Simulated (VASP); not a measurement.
Crystal: TePt.

```
Te Pt
1.0
     1.98157    1.14406    6.66103
    -1.98157    1.14406    6.66103
     0.00000   -2.28812    6.66103
Te Pt
2 2
Direct
  0.59800 0.59800 0.59800
  0.40200 0.40200 0.40200
  0.87033 0.87033 0.87033
  0.12967 0.12967 0.12967
```

```yaml
Program: VASP 6.6.1
Task: relaxation of cell and atoms
Functional: PBEsol
Dispersion: D3(BJ)
Potentials_or_basis: VASP PAW PBE potentials, release 64 (Te, Pt)
Cutoff: 600 eV
k_mesh: 9 × 9 × 9
Occupations: gaussian, width 0.1 eV
Spin: no spin polarisation
```

At the start: pressure -4.4 GPa; volume 22.65 Å³/atom.

Task: Where does the relaxation end?

Result: Over 16 steps the energy falls by 21.8 meV/atom and the volume is 21.27 Å³/atom (-6.1 %); space group R-3m (No. 166, to 0.05 Å).

Step by step:
| step | energy change (eV) | largest force (eV/Å) | pressure (GPa) | volume (Å³) |
| --- | --- | --- | --- | --- |
| 1 | 0.0000 | 0.1552 | -4.44 | 90.60 |
| 2 | 0.0974 | 1.2972 | 9.86 | 82.62 |
| 3 | -0.0440 | 0.4540 | 0.00 | 87.62 |
| 4 | -0.0628 | 0.3053 | -0.03 | 86.94 |
| 5 | -0.0731 | 0.4328 | 0.15 | 85.62 |
| 6 | -0.0737 | 0.3664 | 0.10 | 85.88 |
| 7 | -0.0845 | 0.1633 | -0.54 | 85.62 |
| 8 | -0.0855 | 0.0750 | -0.78 | 85.51 |
| 9 | -0.0787 | 0.1583 | 2.09 | 83.77 |
| 10 | -0.0870 | 0.0212 | 0.04 | 84.99 |
| 11 | -0.0871 | 0.0007 | 0.00 | 85.04 |
| 12 | -0.0872 | 0.0204 | -0.04 | 85.08 |
| 13 | -0.0872 | 0.0088 | 0.09 | 85.02 |
| 14 | -0.0872 | 0.0117 | 0.05 | 85.04 |
| 15 | -0.0872 | 0.0103 | -0.07 | 85.11 |
| 16 | -0.0872 | 0.0036 | 0.00 | 85.07 |

Final structure:
```
Te Pt
1.0
     1.96052    1.13191    6.38909
    -1.96052    1.13191    6.38909
     0.00000   -2.26381    6.38909
Te Pt
2 2
Direct
  0.60195 0.60195 0.60195
  0.39805 0.39805 0.39805
  0.87088 0.87088 0.87088
  0.12912 0.12912 0.12912
```

Caveat: the PAW data sets were made with another functional, which shifts forces and pressure a little; pairwise dispersion overbinds metals, which lowers pressure and volume.
